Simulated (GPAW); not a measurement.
# SiC (Moissanite) (P6_3mc) in GPAW: further runs, part 2 of 2

GPAW 26.7.0. The steps go on from the part before.

## 4. Band structure, r4SCAN

File run.py:

```python
from ase.dft.bandgap import bandgap
from ase.io import read, write
from ase.units import GPa
from gpaw import GPAW, PW

atoms = read('SiC.cif')

calc = GPAW(mode=PW(800),
            xc='MGGA_X_R4SCAN+MGGA_C_R2SCAN',
            kpts={'size': (7, 7, 4), 'gamma': True},
            occupations={'name': 'fermi-dirac', 'width': 0.05},
            nbands=18,
            convergence={'density': 1e-05, 'energy': 1e-05},
            maxiter=150,
            txt='gpaw.txt')
atoms.calc = calc
energy = atoms.get_potential_energy()
forces = atoms.get_forces()
stress = atoms.get_stress()
calc.write('gs.gpw')
write('result.traj', atoms)
print(f'Energy: {energy:.6f} eV')
print('Forces (eV/A):')
print(forces.round(4))
print('Stress (GPa):', (stress / GPa).round(3))
print('Fermi level:', round(calc.get_fermi_level(), 4), 'eV')
print(f'Gap: {bandgap(calc)[0]:.4f} eV, direct: {bandgap(calc, direct=True)[0]:.4f} eV')

path = atoms.cell.bandpath('GMKGALHA,LM,KH', npoints=100, eps=1e-4)
bs_calc = calc.fixed_density(kpts=path, symmetry='off', nbands=29,
                             convergence={'bands': 'CBM+6.0', 'eigenstates': 1e-6}, txt='bands.txt')
bs = bs_calc.band_structure()
bs.write('bs.json')
print(f'Gap on the path: {bandgap(bs_calc)[0]:.4f} eV')
```

File SiC.cif:

```cif
data_SiC
_cell_length_a 3.07600000
_cell_length_b 3.07600000
_cell_length_c 5.04800000
_cell_angle_alpha 90.00000000
_cell_angle_beta 90.00000000
_cell_angle_gamma 120.00000000
_space_group_name_H-M_alt 'P1'
_space_group_name_Hall 'P 1'
_space_group_IT_number 1
loop_
_space_group_symop_operation_xyz
'x,y,z'
loop_
_atom_site_label
_atom_site_type_symbol
_atom_site_symmetry_multiplicity
_atom_site_Wyckoff_symbol
_atom_site_fract_x
_atom_site_fract_y
_atom_site_fract_z
_atom_site_occupancy
Si1 Si 1 a 0.6666666667 0.3333333333 0.5000000000 1
Si2 Si 1 a 0.3333333333 0.6666666667 0.0000000000 1
C1 C 1 a 0.6666666667 0.3333333333 0.8850000000 1
C2 C 1 a 0.3333333333 0.6666666667 0.3850000000 1
```

Potentials or basis: GPAW PAW data sets (gpaw-data 1.2.1), pw.

Launch:

```bash
$ OMP_NUM_THREADS=1 python run.py
```

gpaw.txt:

```text
__  _  _
 | _ |_)|_||  |
 |__||  | ||/\| - 26.7.0

Input parameters:
  mode=PW(ecut=800.0),
  convergence={'density': 1e-05, 'energy': 1e-05},
  kpts=MonkhorstPack(size=(7, 7, 4), gamma=True),
  maxiter=150,
  nbands=18,
  occupations=Occupations(name='fermi-dirac', width=0.05),
  xc=XC(name='MGGA_X_R4SCAN+MGGA_C_R2SCAN')

Diagonalizing LCAO Hamiltonian
Converting LCAO to pw mode

           C

           Si
        C

        Si

Atoms  # Å, Bohr magnetons
|   | symbol |         x |        y |        z |    initial magnetic moments |
|---|--------|-----------|----------|----------|-----------------------------|
| 0 |     Si |  1.538000 | 0.887965 | 2.524000 | ( 0.0000,  0.0000,  0.0000) |
| 1 |     Si | -0.000000 | 1.775929 | 0.000000 | ( 0.0000,  0.0000,  0.0000) |
| 2 |      C |  1.538000 | 0.887965 | 4.467480 | ( 0.0000,  0.0000,  0.0000) |
| 3 |      C | -0.000000 | 1.775929 | 1.943480 | ( 0.0000,  0.0000,  0.0000) |

Unit cell  # Å
| periodic |         x |        y |        z |  lengths |     angles |
|----------|-----------|----------|----------|----------|------------|
|      yes |  3.076000 | 0.000000 | 0.000000 | 3.076000 |  90.000000 |
|      yes | -1.538000 | 2.663894 | 0.000000 | 3.076000 |  90.000000 |
|      yes |  0.000000 | 0.000000 | 5.048000 | 5.048000 | 120.000000 |

Number of symmetries: 6
Symmetry operations  # r_c * U_cc + t_c -> r_c
|   | kind |            matrix            |
|---|------|------------------------------|
| 0 |  σ   |  1, 1, 0,  0,-1, 0,  0, 0, 1 |
| 1 |  E   |  1, 0, 0,  0, 1, 0,  0, 0, 1 |
| 2 |  C3  |  0, 1, 0, -1,-1, 0,  0, 0, 1 |
| 3 |  σ   |  0,-1, 0, -1, 0, 0,  0, 0, 1 |
[... 137 lines left out ...]
|iter:   2| |  -40.336832 | -1.32 | -0.58 |
|iter:   3| |  -38.535071 | -0.55 | -0.62 |
|iter:   4| |  -38.714538 | -2.11 | -1.35 |
|iter:   5| |  -38.740358 | -2.67 | -1.61 |
|iter:   6| |  -38.741716 | -4.19 | -2.33 |
|iter:   7| |  -38.741797 | -5.06 | -2.82 |
|iter:   8| |  -38.741800c| -6.87 | -3.81 |
|iter:   9| |  -38.741800c| -7.80c| -4.27 |
|iter:  10| |  -38.741800c| -7.65c| -4.89 |
|iter:  11| |  -38.741800c| -8.22c| -5.29c|

Converged in 11 steps
Energy contributions relative to reference atoms: (reference = -17827.944731)

Energy contributions:
  Kinetic:          25.067778
  Coulomb:         -19.885656
  Zero:             -0.052517
  External:          0.000000
  Xc:              -43.871405
  Entropy:          -0.000000
  Spinorbit:         0.000000
  ----------------------------
  Free energy:     -38.741800
  Extrapolated:    -38.741800

dipole moment: (-0.000003, -0.000001, -8.951222)  # |e|*Ang

Fermi level: 9.416
Eigenvalues  # (at kpt = [0.000, 0.000, 0.000])
| band index |      eig [eV] | occ [0-2] |
|------------|---------------|-----------|
|          0 |        -8.083 |     2.000 |
|          1 |        -4.512 |     2.000 |
|          2 |        -0.564 |     2.000 |
|          3 |         6.772 |     2.000 |
|          4 |         6.772 |     2.000 |
|          5 |         8.139 |     2.000 |
[... 8 lines left out ...]
|         14 |        17.721 |     0.000 |
|         15 |        20.345 |     0.000 |
|        ... |               |           |
|         17 |        20.733 |     0.000 |

Gap: 2.960 eV
Transition (v -> c):
  (s=0, k=0, n=7, [0.00, 0.00, 0.00]) -> (s=0, k=22, n=8, [0.43, 0.29, 0.00])
Direct/indirect transitions are different
Direct gap: 4.640 eV
Transition at: (s=0, k=19, n=7, [0.43, 0.00, 0.00])

Forces  # eV/Ang
|        x |        y |        z |
|----------|----------|----------|
|  0.00000 |  0.00000 |  0.82341 |  # Si   0
|  0.00000 |  0.00000 |  0.82362 |  # Si   1
| -0.00000 |  0.00000 | -0.71430 |  # C    2
|  0.00000 | -0.00000 | -0.71403 |  # C    3

Stress tensor  # eV/Ang^3
|         x |         y |         z |
|-----------|-----------|-----------|
| -0.017383 |  0.000000 | -0.000000 |
|  0.000000 | -0.017383 |  0.000000 |
| -0.000000 |  0.000000 |  0.009333 |

# Writing to gs.gpw (mode='')
```

It took 6.1 min on 1 thread of Arm Neoverse N1, shared host; peak memory 0.39 GiB.

What came out:

* Free energy: -38.7418 eV
* Pressure: 1.4 GPa
* Band gap along the path: 2.64 eV, indirect (least direct gap 4.58 eV)

Stress tensor (GPa, compression positive):
```
 2.79  0.00  0.00
 0.00  2.79  0.00
 0.00  0.00 -1.50
```

Levels at the corners of the path, in eV from the valence-band top:
| point | band 6 | band 7 | band 8 | band 9 | band 10 | band 11 |
| --- | --- | --- | --- | --- | --- | --- |
| Γ | -0.33 | -0.33 | 0.00 | 5.16 | 6.52 | 6.94 |
| M | -3.77 | -3.36 | -1.61 | 2.97 | 4.59 | 7.26 |
| K | -4.33 | -4.21 | -4.21 | 2.64 | 8.55 | 9.31 |
| Γ | -0.33 | -0.33 | 0.00 | 5.16 | 6.52 | 6.94 |
| A | -1.07 | -1.07 | -1.07 | 6.27 | 6.27 | 7.63 |
| L | -2.87 | -2.47 | -2.47 | 3.54 | 3.54 | 5.45 |
| H | -6.11 | -1.86 | -1.86 | 5.26 | 5.26 | 6.46 |
| A | -1.07 | -1.07 | -1.07 | 6.27 | 6.27 | 7.63 |
| L | -2.87 | -2.47 | -2.47 | 3.54 | 3.54 | 5.45 |
| M | -3.77 | -3.36 | -1.61 | 2.97 | 4.59 | 7.26 |
| K | -4.33 | -4.21 | -4.21 | 2.64 | 8.55 | 9.31 |
| H | -6.11 | -1.86 | -1.86 | 5.26 | 5.26 | 6.46 |

Caveat: the forces don't sum to zero, a sign of grid noise; the PAW data sets were made with another functional, which shifts forces and pressure a little.

## 5. Band structure, mBEEF

Changes to run.py since step 4:

```diff
@@ -8,3 +8,3 @@
 calc = GPAW(mode=PW(800),
-            xc='MGGA_X_R4SCAN+MGGA_C_R2SCAN',
+            xc='mBEEF',
             kpts={'size': (7, 7, 4), 'gamma': True},
@@ -28,3 +28,3 @@
 
-path = atoms.cell.bandpath('GMKGALHA,LM,KH', npoints=100, eps=1e-4)
+path = atoms.cell.bandpath('GMKGALHA,LM,KH', npoints=80, eps=1e-4)
 bs_calc = calc.fixed_density(kpts=path, symmetry='off', nbands=29,
```

File SiC.cif:

```cif
data_SiC
_cell_length_a 3.07600000
_cell_length_b 3.07600000
_cell_length_c 5.04800000
_cell_angle_alpha 90.00000000
_cell_angle_beta 90.00000000
_cell_angle_gamma 120.00000000
_space_group_name_H-M_alt 'P6_3mc'
_space_group_name_Hall 'P 6c -2c'
_space_group_IT_number 186
loop_
_space_group_symop_operation_xyz
'x,y,z'
'x-y,x,z+1/2'
'-y,x-y,z'
'-x,-y,z+1/2'
'-x+y,-x,z'
'y,-x+y,z+1/2'
'y,x,z+1/2'
'x,x-y,z'
'x-y,-y,z+1/2'
'-y,-x,z'
'-x,-x+y,z+1/2'
'-x+y,y,z'
loop_
_atom_site_label
_atom_site_type_symbol
_atom_site_symmetry_multiplicity
_atom_site_Wyckoff_symbol
_atom_site_fract_x
_atom_site_fract_y
_atom_site_fract_z
_atom_site_occupancy
Si1 Si 2 b 0.6666666667 0.3333333333 0.5000000000 1
C1 C 2 b 0.6666666667 0.3333333333 0.8850000000 1
```

Potentials or basis: GPAW PAW data sets (gpaw-data 1.2.1), pw.

Launch:

```bash
$ OMP_NUM_THREADS=1 python run.py
```

gpaw.txt:

```text
__  _  _
 | _ |_)|_||  |
 |__||  | ||/\| - 26.7.0

Input parameters:
  mode=PW(ecut=800.0),
  convergence={'density': 1e-05, 'energy': 1e-05},
  kpts=MonkhorstPack(size=(7, 7, 4), gamma=True),
  maxiter=150,
  nbands=18,
  occupations=Occupations(name='fermi-dirac', width=0.05),
  xc=XC(name='mBEEF')

Diagonalizing LCAO Hamiltonian
Converting LCAO to pw mode

           C

           Si
        C

        Si

Atoms  # Å, Bohr magnetons
|   | symbol |        x |        y |        z |    initial magnetic moments |
|---|--------|----------|----------|----------|-----------------------------|
| 0 |     Si | 1.538000 | 0.887965 | 2.524000 | ( 0.0000,  0.0000,  0.0000) |
| 1 |     Si | 0.000000 | 1.775929 | 0.000000 | ( 0.0000,  0.0000,  0.0000) |
| 2 |      C | 1.538000 | 0.887965 | 4.467480 | ( 0.0000,  0.0000,  0.0000) |
| 3 |      C | 0.000000 | 1.775929 | 1.943480 | ( 0.0000,  0.0000,  0.0000) |

Unit cell  # Å
[... 167 lines left out ...]
  Coulomb:         -18.709255
  Zero:             -0.091763
  External:          0.000000
  Xc:              -88.954211
  Entropy:          -0.000000
  Spinorbit:         0.000000
  ----------------------------
  Free energy:     -83.613257
  Extrapolated:    -83.613257

dipole moment: (-0.000002, -0.000002, -8.961561)  # |e|*Ang

Fermi level: 9.080
Eigenvalues  # (at kpt = [0.000, 0.000, 0.000])
| band index |      eig [eV] | occ [0-2] |
|------------|---------------|-----------|
|          0 |        -8.439 |     2.000 |
|          1 |        -4.940 |     2.000 |
|          2 |        -0.836 |     2.000 |
|          3 |         6.437 |     2.000 |
|          4 |         6.438 |     2.000 |
|          5 |         7.794 |     2.000 |
[... 8 lines left out ...]
|         14 |        17.375 |     0.000 |
|         15 |        20.090 |     0.000 |
|        ... |               |           |
|         17 |        20.605 |     0.000 |

Gap: 3.187 eV
Transition (v -> c):
  (s=0, k=0, n=7, [0.00, 0.00, 0.00]) -> (s=0, k=22, n=8, [0.43, 0.29, 0.00])
Direct/indirect transitions are different
Direct gap: 4.746 eV
Transition at: (s=0, k=19, n=7, [0.43, 0.00, 0.00])

Forces  # eV/Ang
|        x |        y |        z |
|----------|----------|----------|
|  0.00000 |  0.00000 |  0.79008 |  # Si   0
| -0.00000 |  0.00000 |  0.79019 |  # Si   1
| -0.00000 |  0.00000 | -0.79050 |  # C    2
| -0.00000 | -0.00000 | -0.78965 |  # C    3

Stress tensor  # eV/Ang^3
|         x |         y |         z |
|-----------|-----------|-----------|
| -0.009817 |  0.000000 | -0.000000 |
|  0.000000 | -0.009817 |  0.000000 |
| -0.000000 |  0.000000 |  0.018290 |

# Writing to gs.gpw (mode='')
```

bands.txt:

```text
Diagonalizing LCAO Hamiltonian
Converting LCAO to pw mode
convergence criteria:
- Maximum integral of absolute [eigenst]ate change: 1e-06 eV^2 / valence electron
maximum number of iterations: 150

SCF iterations
|iter     | |      energy | eigst |  dens |
|---------|-|-------------|-------|-------|
|iter:   1| |             | +1.19 |       |
[... 84 lines left out ...]
         [0.5       , 0.        , 0.        ],
         [0.33333333, 0.33333333, 0.        ],
         [0.33333333, 0.33333333, 0.08333333],
         [0.33333333, 0.33333333, 0.16666667],
         [0.33333333, 0.33333333, 0.25      ],
         [0.33333333, 0.33333333, 0.33333333],
         [0.33333333, 0.33333333, 0.41666667],
         [0.33333333, 0.33333333, 0.5       ]])),
  maxiter=150,
  nbands=29,
  occupations=Occupations(name='fermi-dirac', width=0.05),
  symmetry=Symmetry(point_group=False, time_reversal=False),
  xc=XC(name='mBEEF')
```

Run time: 5.5 min. Hardware: 1 thread of Arm Neoverse N1, shared host; peak memory 0.36 GiB.

What came out:

```yaml
Free_energy: -83.6133 eV
Pressure: 0.1 GPa
Largest_force: 0.791 eV/Å
Band_gap_along_the_path: 2.88 eV, indirect (least direct gap 4.69 eV)
```

Forces on the atoms (eV/Å):
```
Si   0.000  0.000  0.790
Si   0.000  0.000  0.790
C    0.000  0.000 -0.791
C    0.000  0.000 -0.790
```

Stress tensor (GPa, compression positive):
```
 1.57  0.00  0.00
 0.00  1.57  0.00
 0.00  0.00 -2.93
```

Levels at the corners of the path, in eV from the valence-band top:
```csv
point,band 5,band 6,band 7,band 8,band 9,band 10,band 11,band 12
Γ,-1.66,-0.30,-0.30,0.00,5.19,6.65,7.01,7.02
M,-5.59,-3.71,-3.28,-1.58,3.11,4.70,7.43,7.75
K,-6.77,-4.26,-4.15,-4.15,2.88,8.76,9.37,9.37
Γ,-1.66,-0.30,-0.30,0.00,5.19,6.65,7.01,7.02
A,-1.03,-1.03,-1.03,-1.03,6.32,6.32,7.70,7.70
L,-2.82,-2.82,-2.45,-2.45,3.67,3.67,5.58,5.58
H,-5.99,-5.99,-1.84,-1.84,5.34,5.34,6.64,6.64
A,-1.03,-1.03,-1.03,-1.03,6.32,6.32,7.70,7.70
L,-2.82,-2.82,-2.45,-2.45,3.67,3.67,5.58,5.58
M,-5.59,-3.71,-3.28,-1.58,3.11,4.70,7.43,7.75
K,-6.77,-4.26,-4.15,-4.15,2.88,8.76,9.37,9.37
H,-5.99,-5.99,-1.84,-1.84,5.34,5.34,6.64,6.64
```

Caveat: the PAW data sets were made with another functional, which shifts forces and pressure a little.

## 6. The reference run

An earlier run on the cell as given: functional PBE; potentials or basis GPAW PAW data sets (gpaw-data 1.2.1); cutoff 800 eV; basis pw; k mesh 10 × 10 × 5; occupations fermi-dirac, width 0.05 eV; no spin polarisation.

- Pressure: 5.0 GPa
- Largest force: 0.770 eV/Å
- Band gap on the k mesh: 2.47 eV, indirect (least direct gap 4.07 eV)

## 7. Summary

```csv
task,level,potentials or basis,k mesh,eigensolver,band path,band points,pressure (GPa),largest force (eV/Å)
band structure,OLYP,"PAW data sets generated in the run's folder for this functional, pw",7 × 7 × 4,davidson,"GMKGALHA,LM,KH",100,3.6,0.76
band structure,r4SCAN,"GPAW PAW data sets (gpaw-data 1.2.1), pw",7 × 7 × 4,-,"GMKGALHA,LM,KH",100,1.4,-
band structure,mBEEF,"GPAW PAW data sets (gpaw-data 1.2.1), pw",7 × 7 × 4,-,"GMKGALHA,LM,KH",80,0.1,0.79
single point,PBE,"GPAW PAW data sets (gpaw-data 1.2.1), pw",10 × 10 × 5,-,-,-,5.0,0.77
```

Alike in all rows: no spin polarisation; cell as given; cutoff (eV) 800; smearing fermi-dirac 0.05 eV.

Caveats: the PAW data sets were made with another functional, which shifts forces and pressure a little (some runs); the forces don't sum to zero, a sign of grid noise (some runs); an odd mesh through Γ misses points on the zone boundary, where band edges often lie (some runs).

Absolute energies hang on the potentials; compare differences alone.
